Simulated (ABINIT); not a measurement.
Crystal: Ge.

```
Ge
1.0
     3.99759    0.00000    0.00000
    -1.99879    3.46201    0.00000
     0.00000    0.00000    6.59938
Ge
4
Cartesian
  0.0000 2.3080 6.1843
  1.9988 1.1540 2.8846
  0.0000 2.3080 3.7148
  1.9988 1.1540 0.4151
```

This isn't the form of Ge at room conditions, which is diamond.

Base run:

- Program: ABINIT 10.8.3 (patched build)
- Functional: PBE
- Potentials or basis: JTH PAW PBE v2.0
- Cutoff: 599 eV
- k mesh: 8 × 8 × 4
- Occupations: fermi-dirac, width 0.05 eV
- Spin: no spin polarisation

Its results: band gap on the k mesh 0.14 eV, direct; pressure 2.5 GPa; largest force 0.015 eV/Å.

Question: The run is repeated on the same cell with these changes: potentials or basis from JTH PAW PBE v2.0 to PseudoDojo NC SR PBE v0.4.1 standard; cutoff from 599 eV to 1088 eV. What comes out?

Answer: Band gap on the k mesh 0.13 eV, direct; pressure 3.1 GPa; largest force 0.015 eV/Å.

A k mesh can miss the band edges.
